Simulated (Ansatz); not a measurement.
# Ag (Fm-3m) in Ansatz: a series of runs

The runs below take Ag through elastic constants, phonons, with PBE, PBEsol.

Everything below comes from runs of Ansatz 0.2.0. Logs are shortened: lines on timing, memory, paths and dates and some standing lists are left out, and cuts for length are marked.

## 1. The structure

It takes space group Fm-3m (No. 225, cubic). The conventional cell has a = 4.085 Å, b = 4.085 Å, c = 4.085 Å, α = 90.00°, β = 90.00°, γ = 90.00°. Ag (site symmetry m-3m) has 12 Ag at 2.89 Å as nearest neighbours.

## 2. Elastic constants, PBE

The input, input.yaml:

```yaml
crystal:
  lattice:
    - [0.0, 2.04275, 2.04275]
    - [2.04275, 0.0, 2.04275]
    - [2.04275, 2.04275, 0.0]
  atoms:
    - { symbol: Ag, position: [0.0, 0.0, 0.0] }
hamiltonian:
  xc: pbe
  pseudopotentials: { kind: paw }
kpoints:
  mp_grid: { grid: [8, 8, 8] }
scf:
  occupations: { method: fermi_dirac, width: 0.05 }
output:
  forces: true
  stress: true
elastic:
  mode: relaxed_ion
  stencil: two_point
```

Potentials or basis: Ansatz PAW.

Command:

```bash
$ ansatz run input.yaml --threads 2 --pin off --max-ram 5632MiB --backend cpu --events-out ev --progress --plain --runs-dir out
```

The program printed:

```text
Warning: RAYON_NUM_THREADS=2 ignored (pool sized by the plan → 2); use --threads N
Engine: ansatz 0.2.0, aarch64-unknown-linux-gnu
Pseudopotentials: kind: paw
Pseudopotential: Ag, paw, valence charge 19, recommended cutoff 420 eV (normal), Ag.paw.azcp
Functional definition: PBE
  parameter kappa = 0.804
  parameter beta = 0.06672455060314922
  exchange = pbe_x(kappa = kappa, mu = beta*pi^2/3)
  correlation = pbe_c(beta = beta)
Crystal: 1 atoms, lattice volume = 17.048 Å³
Basis set: ecut = 420 eV, 331 PW (Γ), exchange–correlation on 40×40×40 points (8 copies of the dense FFT grid, shifted against one another)
Bands: 14, of which v1, the nominal top of the filled ones, is band 10 counted from 1 (9 counted from 0)
Symmetry: 48 space group operations
Space group: Fm-3m (ITA 225), of the structure as read, at distance tolerance 2.6e-5 Å
k-points: 29 of 512
Non-local potential: Ag, projectors of the file, l = 0: 3, l = 1: 2, l = 2: 2, l = 3: 1
PAW form: soft (Blöchl's): semilocal exchange-correlation on the pseudo side does not see the compensation charge
PAW one-centre angular grid: Ag, 590 points (default); XC on 64 Gauss nodes
Initial density: superposition of atomic densities (neutral atoms: chi_scale 0, normalization atom), corrected by the library's trained network
Initial wavefunctions: pseudopotential atomic-orbital guess
Functional: x = pbe(κ = 0.804, μ = 0.2195149727645171), c = pbe(β = 0.06672455060314922)
SCF iter   1: F=—  HF=-7590.514030 eV  |F-HF|=—  |Δ(HF+E_count)|=         —  Δρ=1.04e-3  dr2=8.56e-5  ethr=1.77e-3  ⟨swp⟩=4.5  Hψ=2058  notcnv=0
preconditioner: auto → none  [insulator: Δε(μ)=0.488 eV  Ē_g=16.276 eV  σ=0.050 eV  W_gap=0.86  n_scr=8 (ndim 8)  ℏωp=29.8 eV  f_vac=0.000  D(μ)=0.47/eV (n_scr^D=0)  ε∞_Penn≈4.4]
SCF iter   2: F=—  HF=-7590.514238 eV  |F-HF|=—  |Δ(HF+E_count)|=   2.09e-4  Δρ=5.40e-4  dr2=1.44e-5  ethr=4.51e-7  ⟨swp⟩=2.6  Hψ=868  notcnv=0
SCF iter   3: F=—  HF=-7590.514263 eV  |F-HF|=—  |Δ(HF+E_count)|=   2.45e-5  Δρ=2.81e-4  dr2=3.45e-6  ethr=7.57e-8  ⟨swp⟩=2.0  Hψ=566  notcnv=0
SCF iter   4: F=—  HF=-7590.514263 eV  |F-HF|=—  |Δ(HF+E_count)|=   2.65e-7  Δρ=1.21e-4  dr2=6.48e-7  ethr=1.82e-8  ⟨swp⟩=2.2  Hψ=533  notcnv=0
SCF iter   5: F=—  HF=-7590.514264 eV  |F-HF|=—  |Δ(HF+E_count)|=   1.22e-6  Δρ=2.58e-5  dr2=3.35e-8  ethr=3.41e-9  ⟨swp⟩=2.0  Hψ=526  notcnv=0
SCF iter   6: F=—  HF=-7590.514264 eV  |F-HF|=—  |Δ(HF+E_count)|=   9.83e-8  Δρ=2.84e-6  dr2=5.07e-10  ethr=1.77e-10  ⟨swp⟩=2.0  Hψ=548  notcnv=0
SCF iter   7: F=—  HF=-7590.514264 eV  |F-HF|=—  |Δ(HF+E_count)|=   1.05e-9  Δρ=1.55e-7  dr2=1.64e-12  ethr=2.67e-12  ⟨swp⟩=2.0  Hψ=554  notcnv=0
SCF iter   8: F=-7590.514264 eV  HF=-7590.514264 eV  |F-HF|=9.09e-13  |Δ(HF+E_count)|=  1.82e-12  Δρ=4.78e-9  dr2=1.07e-15  ethr=1.00e-12  ⟨swp⟩=4.7  Hψ=1356  notcnv=0
SCF 1 converged in 8 iterations: F = -7590.514264 eV  dr2 = 1.07e-15
Crystal: 1 atoms, lattice volume = 17.014 Å³
Symmetry: 16 space group operations
k-points: 59 of 512
Initial density: handed on by an earlier stage of this run
Initial wavefunctions: those handed on with the density
iter 1 solved again at ethr=5.44e-8 eV; its pass at ethr=3.10e-3 eV (dr2=1.03e-5 eV) is discarded
SCF iter   1: F=—  HF=-7590.513113 eV  |F-HF|=—  |Δ(HF+E_count)|=         —  Δρ=2.09e-4  dr2=7.30e-6  ethr=5.44e-8  ⟨swp⟩=2.1  Hψ=5278  notcnv=0  defer=19
preconditioner: auto → none  [insulator: Δε(μ)=0.470 eV  Ē_g=16.290 eV  σ=0.050 eV  W_gap=0.84  n_scr=8 (ndim 8)  ℏωp=29.9 eV  f_vac=0.000  D(μ)=0.47/eV (n_scr^D=0)  ε∞_Penn≈4.4]
SCF iter   2: F=—  HF=-7590.513120 eV  |F-HF|=—  |Δ(HF+E_count)|=   7.17e-6  Δρ=1.18e-4  dr2=1.21e-6  ethr=3.84e-8  ⟨swp⟩=2.1  Hψ=1150  notcnv=0  defer=19
SCF iter   3: F=—  HF=-7590.513111 eV  |F-HF|=—  |Δ(HF+E_count)|=   8.76e-6  Δρ=3.91e-5  dr2=1.27e-7  ethr=6.36e-9  ⟨swp⟩=2.4  Hψ=1265  notcnv=0  defer=19
SCF iter   4: F=—  HF=-7590.513111 eV  |F-HF|=—  |Δ(HF+E_count)|=   2.49e-8  Δρ=5.66e-6  dr2=1.77e-9  ethr=6.67e-10  ⟨swp⟩=1.9  Hψ=1251  notcnv=0  defer=19
SCF iter   5: F=—  HF=-7590.513111 eV  |F-HF|=—  |Δ(HF+E_count)|=  5.78e-10  Δρ=3.14e-7  dr2=5.53e-12  ethr=9.32e-12  ⟨swp⟩=2.5  Hψ=1363  notcnv=0  defer=19
SCF iter   6: F=—  HF=-7590.513111 eV  |F-HF|=—  |Δ(HF+E_count)|=  7.28e-12  Δρ=3.96e-8  dr2=1.38e-13  ethr=2.91e-14 (applied; sched 1.00e-12)  ⟨swp⟩=2.0  Hψ=1132  notcnv=0  defer=21
SCF iter   7: F=-7590.513111 eV  HF=-7590.513111 eV  |F-HF|=1.82e-12  |Δ(HF+E_count)|=  9.09e-13  Δρ=1.39e-9  dr2=9.59e-17  ethr=1.00e-12  ⟨swp⟩=3.9  Hψ=2348  notcnv=0
SCF 2 converged in 7 iterations: F = -7590.513111 eV  dr2 = 9.59e-17
Crystal: 1 atoms, lattice volume = 17.082 Å³
iter 1 solved again at ethr=3.36e-12 eV; its pass at ethr=3.10e-3 eV (dr2=6.39e-10 eV) is discarded
SCF iter   1: F=—  HF=-7590.515369 eV  |F-HF|=—  |Δ(HF+E_count)|=         —  Δρ=7.70e-6  dr2=6.13e-10  ethr=3.36e-12  ⟨swp⟩=2.6  Hψ=5547  notcnv=0  defer=15
preconditioner: auto → none  [insulator: Δε(μ)=0.468 eV  Ē_g=16.252 eV  σ=0.050 eV  W_gap=0.84  n_scr=8 (ndim 8)  ℏωp=29.8 eV  f_vac=0.000  D(μ)=0.47/eV (n_scr^D=0)  ε∞_Penn≈4.4]
SCF iter   2: F=—  HF=-7590.515370 eV  |F-HF|=—  |Δ(HF+E_count)|=   1.06e-6  Δρ=3.81e-6  dr2=1.69e-10  ethr=3.23e-12  ⟨swp⟩=2.3  Hψ=1380  notcnv=0  defer=15
SCF iter   3: F=—  HF=-7590.515370 eV  |F-HF|=—  |Δ(HF+E_count)|=   7.50e-9  Δρ=1.04e-6  dr2=1.00e-10  ethr=8.91e-13 (applied; sched 1.00e-12)  ⟨swp⟩=2.0  Hψ=1127  notcnv=0  defer=19
SCF iter   4: F=—  HF=-7590.515370 eV  |F-HF|=—  |Δ(HF+E_count)|=  1.92e-10  Δρ=1.39e-7  dr2=4.78e-13  ethr=5.29e-13 (applied; sched 1.00e-12)  ⟨swp⟩=2.1  Hψ=1135  notcnv=0  defer=21
SCF iter   5: F=-7590.515370 eV  HF=-7590.515370 eV  |F-HF|=1.82e-12  |Δ(HF+E_count)|=  6.37e-12  Δρ=6.46e-9  dr2=4.10e-15  ethr=1.00e-12  ⟨swp⟩=3.9  Hψ=2395  notcnv=0
SCF 3 converged in 5 iterations: F = -7590.515370 eV  dr2 = 4.10e-15
Symmetry: 8 space group operations
k-points: 95 of 512
iter 1 solved again at ethr=2.12e-8 eV; its pass at ethr=3.10e-3 eV (dr2=4.02e-6 eV) is discarded
SCF iter   1: F=—  HF=-7590.514253 eV  |F-HF|=—  |Δ(HF+E_count)|=         —  Δρ=9.56e-5  dr2=5.84e-7  ethr=2.12e-8  ⟨swp⟩=2.0  Hψ=8442  notcnv=0  defer=27
preconditioner: auto → none  [insulator: Δε(μ)=0.468 eV  Ē_g=16.272 eV  σ=0.050 eV  W_gap=0.83  n_scr=8 (ndim 8)  ℏωp=29.8 eV  f_vac=0.000  D(μ)=0.47/eV (n_scr^D=0)  ε∞_Penn≈4.4]
SCF iter   2: F=—  HF=-7590.514260 eV  |F-HF|=—  |Δ(HF+E_count)|=   7.07e-6  Δρ=4.17e-5  dr2=9.39e-8  ethr=3.07e-9  ⟨swp⟩=1.5  Hψ=1637  notcnv=0  defer=27
SCF iter   3: F=—  HF=-7590.514260 eV  |F-HF|=—  |Δ(HF+E_count)|=   3.68e-9  Δρ=4.35e-6  dr2=9.73e-10  ethr=4.94e-10  ⟨swp⟩=2.4  Hψ=2062  notcnv=0  defer=27
SCF iter   4: F=—  HF=-7590.514260 eV  |F-HF|=—  |Δ(HF+E_count)|=  7.93e-10  Δρ=1.65e-6  dr2=3.82e-10  ethr=5.12e-12  ⟨swp⟩=2.0  Hψ=1844  notcnv=0  defer=27
SCF iter   5: F=—  HF=-7590.514260 eV  |F-HF|=—  |Δ(HF+E_count)|=  1.16e-10  Δρ=1.66e-7  dr2=1.23e-12  ethr=2.01e-12  ⟨swp⟩=2.1  Hψ=1823  notcnv=0  defer=27
SCF iter   6: F=-7590.514260 eV  HF=-7590.514260 eV  |F-HF|=1.82e-12  |Δ(HF+E_count)|=  1.82e-12  Δρ=3.43e-8  dr2=4.56e-14  ethr=1.00e-12  ⟨swp⟩=4.0  Hψ=4426  notcnv=0
SCF 4 converged in 6 iterations: F = -7590.514260 eV  dr2 = 4.56e-14
iter 1 solved again at ethr=1.71e-11 eV; its pass at ethr=3.10e-3 eV (dr2=3.24e-9 eV) is discarded
SCF iter   1: F=—  HF=-7590.514259 eV  |F-HF|=—  |Δ(HF+E_count)|=         —  Δρ=7.45e-6  dr2=3.21e-9  ethr=1.71e-11  ⟨swp⟩=1.7  Hψ=8003  notcnv=0  defer=26
preconditioner: auto → none  [insulator: Δε(μ)=0.469 eV  Ē_g=16.272 eV  σ=0.050 eV  W_gap=0.83  n_scr=8 (ndim 8)  ℏωp=29.8 eV  f_vac=0.000  D(μ)=0.47/eV (n_scr^D=0)  ε∞_Penn≈4.4]
SCF iter   2: F=—  HF=-7590.514260 eV  |F-HF|=—  |Δ(HF+E_count)|=   1.05e-6  Δρ=3.36e-6  dr2=5.74e-10  ethr=1.69e-11  ⟨swp⟩=1.0  Hψ=1298  notcnv=0  defer=26
SCF iter   3: F=—  HF=-7590.514260 eV  |F-HF|=—  |Δ(HF+E_count)|=  4.64e-11  Δρ=7.50e-7  dr2=7.38e-11  ethr=3.02e-12  ⟨swp⟩=2.6  Hψ=2074  notcnv=0  defer=26
SCF iter   4: F=—  HF=-7590.514260 eV  |F-HF|=—  |Δ(HF+E_count)|=  2.09e-11  Δρ=2.08e-7  dr2=1.70e-12  ethr=3.88e-13 (applied; sched 1.00e-12)  ⟨swp⟩=2.1  Hψ=1850  notcnv=0  defer=32
SCF iter   5: F=-7590.514260 eV  HF=-7590.514260 eV  |F-HF|=9.09e-13  |Δ(HF+E_count)|=  2.73e-12  Δρ=1.77e-8  dr2=1.44e-14  ethr=1.00e-12  ⟨swp⟩=2.6  Hψ=4991  notcnv=0
SCF 5 converged in 5 iterations: F = -7590.514260 eV  dr2 = 1.44e-14
SCF converged after 8 iterations
Free energy (F): -7590.514264 eV
Harris-Foulkes:  -7590.514264 eV  (|F-HF|=9.09e-13)
Internal energy: -7590.510261 eV  (E = F + TS)
E sigma→0 (E₀):  -7590.512263 eV
Entropy (-TS):   -0.004003 eV (-4.003 meV/atom)
Fermi energy:    17.198412 eV
--- Per-component energies (eV) ---
  E_band       = -233.777291
  E_kinetic    = 527.660871
  E_local      = -2193.697093  (includes V_loc(G=0)·N_el)
  E_nonlocal   = 79.905490
  E_hartree    = 999.470003
  E_xc         = -185.099944
  E_vxc        = -235.221822  (∫ρ·V_xc dr)
  E_paw        = -3901.926978  (= ΣΔE_a)
  E_vpaw       = -411.365068  (= ΣTr[D̂ρ^β])
  E_aug_tail   = 0.000328  (compensation charges beyond the density's cutoff)
  E_ewald      = -2916.822938
  E_smearing   = -0.004003  (= −TS)
  E_closure    = 0.000000  (closes the sum)
  Σ components = -7590.514264   (vs F -7590.514264, Δ=0.00e0)
--- Forces (eV/Å), atoms counted from 1 ---
  atom   1  Ag    -0.00000000     0.00000000     0.00000000
  max |Σ_I F_I| component: 6.16e-32 eV/Å
--- Stress (GPa, compression-positive) ---
        5.297008      -0.000000      -0.000000
       -0.000000       5.297008       0.000000
       -0.000000       0.000000       5.297008
  P = ⅓ Tr σ = 5.2970 GPa (52.970 kbar)
--- Band table (eV; the first three rows and the last of 29) ---
  k-point 0: bands = ["-74.5851", "-37.9770", "-37.9770", "-37.9770", "9.5866", "12.5893", "12.5893", "12.5893", "13.6292", "13.6292", "33.2557", "36.8365", "36.8365", "36.8365"]
  k-point 1: bands = ["-74.5826", "-38.0012", "-37.9806", "-37.9806", "10.0589", "12.5004", "12.7079", "12.7079", "13.5946", "13.5946", "32.8344", "34.4065", "37.0245", "37.0245"]
  k-point 2: bands = ["-74.5765", "-38.0593", "-37.9894", "-37.9894", "10.9764", "12.7904", "12.7904", "12.8201", "13.7541", "13.7541", "28.5003", "33.8576", "36.9605", "36.9605"]
  k-point 28: bands = ["-74.5622", "-38.0867", "-38.0867", "-38.0410", "11.6960", "12.3124", "12.3124", "13.6352", "14.6387", "23.3287", "23.3287", "24.3610", "25.5598", "39.8898"]
--- Elastic constants: 2 strain directions × 2 members + reference (group order 48) ---
  dense FFT box of the reference and of every strained cell: 20×20×20
  strains applied: 11, 23; error gains: componentwise 1.00 (the most a stress slope's error grows in a printed constant), spectral 1.73 (1 for all six strains in a standard setting)
  C = ∂σ_k/∂η_j (tension-positive GPa; Voigt order 11 22 33 23 13 12):
       129.019    115.854    115.854     -0.000     -0.000      0.000
       115.854    129.019    115.854      0.000      0.000     -0.000
       115.854    115.854    129.019     -0.000      0.000      0.000
         0.000     -0.000     -0.000     31.685     -0.000      0.000
        -0.000     -0.000      0.000      0.000     31.685      0.000
        -0.000      0.000      0.000      0.000     -0.000     31.685
  reference stress σ⁰ (GPa):     -5.297     -5.297     -5.297     -0.000      0.000      0.000
  C* (energy form; C + prestress term) asymmetry max|C*_kj − C*_jk| = 5.684e-14 GPa — a small one proves nothing (zero by symmetry where the batch's group is 432, −43m or m−3m); a large one is finite-difference/SCF noise where every solve meets its electron count
  moduli (Voigt/Reuss/Hill, GPa): K = 120.24/120.24/120.24   G = 21.64/12.55/17.10   E = 48.97   ν = 0.432
  mechanically stable: yes (min eigenvalue of sym C = 13.17 GPa)
  strain η (Voigt 11):  stress-route row diagonal C_11 = 129.02 GPa, energy-path curvature d²(F+E_count+ΔE)/dδ²/Ω₀ = 128.92 GPa
         δ    σ_11 (GPa)             F (eV)   n_scf  n_hpsi   n_pw
    -2.000e-3      -5.5565       -7590.5131113       7   14495    343   relax 0 steps, max|allowed force component| 0.00e0 eV/Å
     2.000e-3      -5.0404       -7590.5153701       5   12292    343   relax 0 steps, max|allowed force component| 0.00e0 eV/Å
  strain η (Voigt 23):  stress-route row diagonal C_44 = 31.69 GPa, energy-path curvature d²(F+E_count+ΔE)/dδ²/Ω₀ = 34.27 GPa
         δ    σ_23 (GPa)             F (eV)   n_scf  n_hpsi   n_pw
    -2.000e-3      -0.0634       -7590.5142600       6   21372    343   relax 0 steps, max|allowed force component| 0.00e0 eV/Å
     2.000e-3       0.0634       -7590.5142600       5   19356    343   relax 0 steps, max|allowed force component| 0.00e0 eV/Å
```

Run time: 2.8 s. Hardware: 2 threads of Arm Neoverse V1, shared host; peak memory 0.28 GiB.

Results:

```
Free energy                     : -7590.5143 eV
Pressure                        : 5.3 GPa
Band gap on the k mesh          : none (metal or under the smearing width)
Elastic constants C11, C12, C44 : 129, 116, 32 GPa
Voigt bulk modulus              : 120 GPa
```

Levels at points of the mesh, in eV from the Fermi level:
```tsv
k point	band 7	band 8	band 9	band 10	band 11	band 12	band 13	band 14
(0.00, 0.00, 0.00)	-4.61	-4.61	-3.57	-3.57	16.06	19.64	19.64	19.64
(0.00, 0.00, -0.50)	-4.63	-2.77	-2.77	-0.24	3.79	15.32	17.98	17.98
(0.00, -0.50, -0.50)	-2.80	-2.56	-2.56	1.77	6.92	10.82	10.82	17.27
```

Elastic tensor in Voigt notation (GPa, in the Cartesian axes of the cell as first typed):
```
129 116 116   0   0   0
116 129 116   0   0   0
116 116 129   0   0   0
  0   0   0  32   0   0
  0   0   0   0  32   0
  0   0   0   0   0  32
```

Caveat: the cell is more than 3 GPa from zero pressure, which shifts response properties; elastic constants of metals need much finer meshes, so these are rough.

(Continued in part 2 of 2.)
